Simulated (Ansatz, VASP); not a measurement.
**PbSe in VASP and in Ansatz**

```
Pb Se
1.0
     0.00000    3.06215    3.06215
     3.06215    0.00000    3.06215
     3.06215    3.06215    0.00000
Pb Se
1 1
Direct
  0.00000 0.00000 0.00000
  0.43877 0.43877 0.56123
```

Change from the starting cell: all Se atoms moved +0.375 Å, as atom 2 towards its neighbour atom 1 (Pb) at 3.062 Å.

Alike in both runs: task single point; functional PBE; k mesh 10 × 10 × 10; occupations gaussian, width 0.03 eV; no spin polarisation.

|  | VASP | Ansatz |
| --- | --- | --- |
| version | VASP 6.6.1 | Ansatz 0.2.0 |
| potentials or method | VASP PAW PBE potentials, release 64 (Pb_d, Se) | scalar-relativistic, plane waves, PAW |
| plane-wave cutoff (eV) | 520 | 420 |
| valence electrons in the cell | 20 | 30 |

|  | VASP | Ansatz | Ansatz less VASP |
| --- | --- | --- | --- |
| gap on the k mesh at the Fermi level (eV) | 1.13 | 1.13 | -0.004 |
| least direct gap on the mesh (eV) | 1.18 | 1.17 | -0.008 |
| pressure (GPa) | 4.6 | 4.6 | 0.00 |
| largest component of the traceless stress (GPa) | 4.37 | 4.33 | -0.041 |
| rms of the force components (eV/Å) | 0.532 | 0.526 | -0.0060 |

Atom by atom the forces differ by 0.006 eV/Å (rms over components). The functional is the same, so the differences come from potentials, cutoffs and numerics. The two sets of potentials don't hold the same shells in valence.

Caveats: spin-orbit coupling is left out, which as a rule narrows the gap of such compounds by several tenths of an eV. A k mesh can miss the band edges.
